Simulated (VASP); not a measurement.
# SnTe (Fm-3m) in VASP: a series of runs, part 2 of 3

VASP 6.6.1. Earlier steps stand in the parts before.

## Step 3: Single point, LDA

This run uses another cell than the first one, of 27.98 Å³/atom, 1.061 times its volume.

Input file INCAR:

```
ALGO = Normal
EDIFF = 1E-6
ENCUT = 500
GGA_COMPAT = F
ISIF = 2
ISMEAR = 0
LASPH = T
LCHARG = T
LELF = T
LREAL = F
LVHAR = T
LWAVE = F
NBANDS = 17
NELM = 120
PREC = Accurate
SIGMA = 0.01
```

Input file KPOINTS:

```
k-points
0
Gamma
  6 6 6
```

Input file POSCAR:

```
SnTe
1.0
    0.0000000000      3.0358642315      3.0358642315
    3.0358642315      0.0000000000      3.0358642315
    3.0358642315      3.0358642315      0.0000000000
Sn Te
1 1
Direct
    0.0000000000      0.0000000000      0.0000000000
    0.5000000000      0.5000000000      0.5000000000
```

Potentials or basis: VASP PAW LDA potentials, release 64 (Sn_d, Te).

Started as:

```bash
> cat potpaw_LDA.64/Sn_d/POTCAR potpaw_LDA.64/Te/POTCAR > POTCAR
> mpirun -np 1 vasp_std > vasp.out
```

OUTCAR:

```text
EDIFF = 1E-6
   ENCUT = 500
   ISIF = 2
   ISMEAR = 0
   LASPH = T
   LREAL = F
   NELM = 120
   PREC = Accurate

 ion  position               nearest neighbor table
   1  0.000  0.000  0.000-   2 3.04   2 3.04   2 3.04   2 3.04   2 3.04   2 3.04
   2  0.500  0.500  0.500-   1 3.04   1 3.04   1 3.04   1 3.04   1 3.04   1 3.04

  LATTYP: Found a face centered cubic cell.
 ALAT       =     6.0717284630

  Lattice vectors:

 A1 = (   0.0000000000,   3.0358642315,   3.0358642315)
 A2 = (   3.0358642315,   0.0000000000,   3.0358642315)
 A3 = (   3.0358642315,   3.0358642315,   0.0000000000)

Analysis of symmetry for initial positions (statically):
=====================================================================
 Subroutine PRICEL returns:
 Original cell was already a primitive cell.

 Routine SETGRP: Setting up the symmetry group for a
 face centered cubic supercell.

 Subroutine GETGRP returns: Found 48 space group operations
 (whereof 48 operations were pure point group operations)
 out of a pool of 48 trial point group operations.

The static configuration has the point symmetry O_h .

Analysis of symmetry for dynamics (positions and initial velocities):
=====================================================================
 Subroutine PRICEL returns:
 Original cell was already a primitive cell.

 Routine SETGRP: Setting up the symmetry group for a
 face centered cubic supercell.

 Subroutine GETGRP returns: Found 48 space group operations
 (whereof 48 operations were pure point group operations)
 out of a pool of 48 trial point group operations.

The dynamic configuration has the point symmetry O_h .

 Subroutine INISYM returns: Found 48 space group operations
 (whereof 48 operations are pure point group operations),
 and found     1 'primitive' translations

----------------------------------------------------------------------------------------

                                     Primitive cell

  volume of cell :      55.9599

  direct lattice vectors                    reciprocal lattice vectors
     0.000000000  3.035864232  3.035864232    -0.164697747  0.164697747  0.164697747
     3.035864232  0.000000000  3.035864232     0.164697747 -0.164697747  0.164697747
     3.035864232  3.035864232  0.000000000     0.164697747  0.164697747 -0.164697747

  length of vectors
     4.293360370  4.293360370  4.293360370     0.285264866  0.285264866  0.285264866

  position of ions in fractional coordinates (direct lattice)
     0.000000000  0.000000000  0.000000000
     0.500000000  0.500000000  0.500000000

  ion indices of the primitive-cell ions
   primitive index   ion index
                 1           1
                 2           2

----------------------------------------------------------------------------------------

 KPOINTS: k-points

Automatic generation of k-mesh.
 Grid dimensions read from file:
 generate k-points for:    6    6    6

 Generating k-lattice:

  Cartesian coordinates                     Fractional coordinates (reciprocal lattice)
    -0.027449625  0.027449625  0.027449625     0.166666667  0.000000000  0.000000000
     0.027449625 -0.027449625  0.027449625     0.000000000  0.166666667  0.000000000
     0.027449625  0.027449625 -0.027449625     0.000000000  0.000000000  0.166666667

  Length of vectors
     0.047544144  0.047544144  0.047544144

  Shift w.r.t. Gamma in fractional coordinates (k-lattice)
     0.000000000  0.000000000  0.000000000

 Subroutine IBZKPT returns following result:
 ===========================================

 Found     16 irreducible k-points:

 Following reciprocal coordinates:
            Coordinates               Weight
  0.000000  0.000000  0.000000      1.000000
  0.166667  0.000000  0.000000      8.000000
  0.333333  0.000000  0.000000      8.000000
  0.500000  0.000000  0.000000      4.000000
  0.166667  0.166667  0.000000      6.000000
  0.333333  0.166667  0.000000     24.000000
[... 8 lines left out ...]
 -0.333333  0.333333  0.166667     24.000000
 -0.333333  0.500000  0.166667     12.000000
   k-points           NKPTS =     16   k-points in BZ     NKDIM =     16   number of bands    NBANDS=     17
   number of dos      NEDOS =    301   number of ions     NIONS =      2
   total plane-waves  NPLWV =  32768
   dimension x,y,z NGX =    32 NGY =   32 NGZ =   32
   dimension x,y,z NGXF=    64 NGYF=   64 NGZF=   64
   ions per type =               1   1
   NGX,Y,Z   is equivalent  to a cutoff of  12.39, 12.39, 12.39 a.u.
   NGXF,Y,Z  is equivalent  to a cutoff of  24.78, 24.78, 24.78 a.u.
 SYSTEM =  unknown system
   PREC   = accura    normal or accurate (medium, high low for compatibility)
   ISTART =      0    job   : 0-new  1-cont  2-samecut
   ICHARG =      2    charge: 1-file 2-atom 10-const
   ISPIN  =      1    spin polarized calculation?
   LNONCOLLINEAR =      F non collinear calculations
   LSORBIT =      F    spin-orbit coupling
   LASPH  =      T    aspherical Exc in radial PAW
   ENCUT  =  500.0 eV  36.75 Ry    6.06 a.u.   7.83  7.83  7.83*2*pi/ulx,y,z
   NELM   =    120;   NELMIN=  2; NELMDL= -5     # of ELM steps
   EDIFF  = 0.1E-05   stopping-criterion for ELM
   LREAL  =      F    real-space projection
   EDIFFG = 0.1E-04   stopping-criterion for IOM
   NSW    =      0    number of steps for IOM
   IBRION =     -1    ionic relax: 0-MD 1-quasi-New 2-CG
   NFREE  =      0    steps in history (QN), initial steepest desc. (CG)
   ISIF   =      2    stress and relaxation
   ISYM   =      2    0-nonsym 1-usesym 2-fastsym
   POTIM  = 0.5000    time-step for ionic-motion
   TEBEG  =    0.0;   TEEND  =   0.0 temperature during run
   PSTRESS=    0.0 pullay stress
   NELECT =      20.0000    total number of electrons
   NUPDOWN=      -1.0000    fix difference up-down
   EMIN   =  10.00;   EMAX   =-10.00  energy-range for DOS
   EFERMI =   0.00;   METHOD = LEGACY
   ISMEAR =     0;   SIGMA  =   0.01  broadening in eV -4-tet -1-fermi 0-gaus
   EFERMI_NEDOS =   21; number of points for ismear=-14 and -15
   IALGO  =     38    algorithm
   IMIX   =      4    mixing-type and parameters
     AMIX     =   0.40;   BMIX     =  1.00
     AMIX_MAG =   1.60;   BMIX_MAG =  1.00
  volume/ion in A,a.u.               =      27.98       188.82
  Fermi-wavevector in a.u.,A,eV,Ry     =   1.161785  2.195456 18.364392  1.349745
  Thomas-Fermi vector in A             =   2.298353
   LORBIT       =      0    0 simple, 1 ext, 2 COOP (PROOUT), +10 PAW based schemes
   GGA     = CA    functional components
   LHFCALC =     F    Hartree Fock is set to
   AEXX    =    0.0000 exact exchange contribution
   IVDW    =     0    specifies the selected vdW correction
   LEPSILON=     F    determine dielectric tensor
   LRPA    =     F    only Hartree local field effects (RPA)
 non-spin polarized calculation
 Gauss-broadening in eV      SIGMA  =   0.01
  energy-cutoff  :      500.00
  volume of cell :       55.96
 maximum number of plane-waves:      1435
   NGX = 15   NGY = 15   NGZ = 15

 number of electron      19.9999996 magnetization

 Free energy of the ion-electron system (eV)
  ---------------------------------------------------
  ext. energy  EPLUGINS =         0.00000000
  ---------------------------------------------------
  free energy    TOTEN  =        -8.76398465 eV

  energy without entropy =       -8.76398465  energy(sigma->0) =       -8.76398465

 E-fermi :   8.1580     XC(G=0): -10.2374

 val. band max:        8.1017274470   @ k =   0.5000   0.0000   0.0000
 cond. band min:       8.3654635366   @ k =   0.5000   0.0000   0.0000
 fundamental gap:      0.2637360896
 Fermi energy:         8.1579934395

 k-point     1 :       0.0000    0.0000    0.0000
  band No.  band energies     occupation
      1     -13.6773      2.00000
      2     -13.6773      2.00000
      3     -13.6601      2.00000
      4     -13.6601      2.00000
      5     -13.6601      2.00000
      6      -5.4779      2.00000
[... 9 lines left out ...]
     16      12.7975      0.00000
     17      14.6705      0.00000
[... 281 lines left out ...]
 k-point    16 :      -0.3333    0.5000    0.1667
  band No.  band energies     occupation
      1     -13.7035      2.00000
      2     -13.6756      2.00000
      3     -13.6610      2.00000
      4     -13.6486      2.00000
      5     -13.6421      2.00000
      6      -3.3790      2.00000
[... 9 lines left out ...]
     16      18.8227      0.00000
     17      19.6341      0.00000

------------------------ aborting loop because EDIFF is reached ----------------------------------------

  FORCE on cell =-STRESS in cart. coord.  units (eV):
  Direction    XX          YY          ZZ          XY          YZ          ZX
  --------------------------------------------------------------------------------------
  -------------------------------------------------------------------------------------
  Total        1.7595292      1.7595292      1.7595292      0.0000000      0.0000000      0.0000000
  in kB       50.3767358     50.3767358     50.3767358      0.0000000      0.0000000      0.0000000
  external PRESSURE =      50.3767358 kB  Pullay stress =       0.0000000 kB

 VOLUME and BASIS-vectors are now :
 -----------------------------------------------------------------------------
  energy-cutoff  :      500.00
  volume of cell :       55.96
      direct lattice vectors                 reciprocal lattice vectors
     0.000000000  3.035864232  3.035864232    -0.164697747  0.164697747  0.164697747
     3.035864232  0.000000000  3.035864232     0.164697747 -0.164697747  0.164697747
     3.035864232  3.035864232  0.000000000     0.164697747  0.164697747 -0.164697747

 POSITION                                       TOTAL-FORCE (eV/Angst)
 -----------------------------------------------------------------------------------
      0.00000      0.00000      0.00000         0.000000     -0.000000     -0.000000
      3.03586      3.03586      3.03586        -0.000000      0.000000      0.000000
 -----------------------------------------------------------------------------------
    total drift:                                0.000000     -0.000000     -0.000000

  FREE ENERGIE OF THE ION-ELECTRON SYSTEM (eV)
  ---------------------------------------------------
  free  energy   TOTEN  =        -8.7639846456 eV

  energy  without entropy=       -8.7639846456  energy(sigma->0) =       -8.76398465
```

stdout:

```text
POSCAR found type information on POSCAR SnTe
 POSCAR found :  2 types and       2 ions
 scaLAPACK will be used
 LDA part: xc-table for (Slater(with rela. corr.)+CA(PZ))
 , standard interpolation
 POSCAR, INCAR and KPOINTS ok, starting setup
 FFT: planning ... GRIDC
 FFT: planning ... GRID_SOFT
 FFT: planning ... GRID
 WAVECAR not read
 entering main loop
```

Run time: 11 s. Hardware: 1 thread of Intel Xeon Platinum 8375C at 2.90GHz (Ice Lake), shared host; peak memory 0.15 GiB.

What came out:

- Free energy: -8.7640 eV
- Pressure: 5.0 GPa
- Band gap on the k mesh: 0.26 eV, direct

Levels at points of the mesh, in eV from the valence-band top:
```csv
k point,band 6,band 7,band 8,band 9,band 10,band 11,band 12,band 13,band 14,band 15
"(0.00, 0.00, 0.00)",-13.58,-4.19,-2.31,-2.31,-2.31,3.64,3.64,3.64,4.70,4.70
"(0.50, 0.00, 0.00)",-11.99,-8.92,-1.92,-1.92,0.00,0.26,0.26,0.46,8.16,9.07
"(0.50, 0.50, 0.00)",-11.57,-6.54,-6.28,-4.17,-4.17,1.84,5.54,5.54,7.30,9.47
```

Caveat: spin-orbit coupling is left out, which moves the levels of the heavy elements.

## Step 4: Single point, LDA

This run uses another cell than the first one, of 30.31 Å³/atom, 1.150 times its volume.

Input file INCAR:

```
  PREC = Accurate
  ENCUT = 500
  EDIFF = 1E-6
  ISMEAR = 0
  SIGMA = 0.01
  LREAL = False
  LASPH = True
  NELM = 120
  ALGO = Normal
  ISIF = 2
  LWAVE = False
  LCHARG = False
  GGA = CA
  NBANDS = 17
  GGA_COMPAT = False
```

Input file KPOINTS:

```
Automatic mesh
0
Gamma
  6 6 6
```

Input file POSCAR:

```
SnTe
1.0
    0.0000000000      3.1177793655      3.1177793655
    3.1177793655      0.0000000000      3.1177793655
    3.1177793655      3.1177793655      0.0000000000
Sn Te
1 1
Direct
    0.0000000000      0.0000000000      0.0000000000
    0.5000000000      0.5000000000      0.5000000000
```

Started as:

```bash
> cat potpaw_LDA.64/Sn_d/POTCAR potpaw_LDA.64/Te/POTCAR > POTCAR
> mpirun -np 1 vasp_std > vasp.out
```

Run time: 10 s. Hardware: 1 thread of Intel Xeon Platinum 8375C at 2.90GHz (Ice Lake), shared host; peak memory 0.16 GiB.

It converged, with:

* Free energy: -8.8342 eV
* Pressure: 0.0 GPa
* Band gap on the k mesh: 0.21 eV, direct

Levels at points of the mesh, in eV from the valence-band top:
```csv
k point,band 6,band 7,band 8,band 9,band 10,band 11,band 12,band 13,band 14,band 15
"(0.00, 0.00, 0.00)",-12.99,-4.60,-2.14,-2.14,-2.14,3.42,3.42,3.42,4.79,4.79
"(0.50, 0.00, 0.00)",-11.62,-8.49,-1.77,-1.77,0.00,0.21,0.36,0.36,7.88,8.89
"(0.50, 0.50, 0.00)",-11.29,-6.51,-5.72,-3.81,-3.81,2.12,5.08,5.08,6.61,9.19
```

Caveat: spin-orbit coupling is left out, which moves the levels of the heavy elements.

(Continued in part 3 of 3.)
